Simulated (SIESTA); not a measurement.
Cr:

```
Cr
1.0
    -1.48445    1.48445    1.48445
     1.48445   -1.48445    1.48445
     1.48445    1.48445   -1.48445
Cr
1
Direct
  0.00000 0.00000 0.00000
```

Alike in all runs: program SIESTA 5.4.2; functional PBE; potentials or basis PseudoDojo 0.4 standard (PBE files); basis DZP (energy shift 0.003 Ry; two zetas on semicore shells); grid cutoff 800 Ry; energy shift 0.003 Ry; k mesh 12 × 12 × 12; occupations fermi-dirac, width 0.05 eV.

Q: Only the start or the spin constraint differs. Which run ends lowest in energy?
A. collinear spin, ferromagnetic start of up to 3 μB; fixed moment 1
B. collinear spin, ferromagnetic start of up to 3 μB; fixed moment 3
C. collinear spin, ferromagnetic start of up to 3 μB; fixed moment 2
D. collinear spin, ferromagnetic start of up to 3 μB; fixed moment 0
E. collinear spin, ferromagnetic start of up to 3 μB; fixed moment 4

A: D.

| start | free energy over the lowest (meV/atom) | net moment (μB) | site or absolute moments (μB) | gap |
| --- | --- | --- | --- | --- |
| collinear spin, ferromagnetic start of up to 3 μB; fixed moment 2 | 779.1 | 2.00 | Cr +2.00 | - |
| collinear spin, ferromagnetic start of up to 3 μB; fixed moment 1 | 315.3 | 1.00 | Cr +1.00 | - |
| collinear spin, ferromagnetic start of up to 3 μB; fixed moment 3 | 1286.1 | 3.00 | Cr +3.00 | - |
| collinear spin, ferromagnetic start of up to 3 μB; fixed moment 0 | 0.0 | 0.00 | - | - |
| collinear spin, ferromagnetic start of up to 3 μB; fixed moment 4 | 1937.6 | 4.00 | Cr +4.00 | - |

All polarised runs hold their moment fixed, so the table maps the energy against it. A still lower state may exist.

Caveats: the cell is far from rest, so the order of the states can change on relaxing; the basis of atomic orbitals isn't converged, which shifts pressures, moduli and gaps; the total moment is fixed, so each spin has its own Fermi level; the moment is held away from its start (some runs); the starting moments collapsed, and a magnetic state may lie lower (some runs).
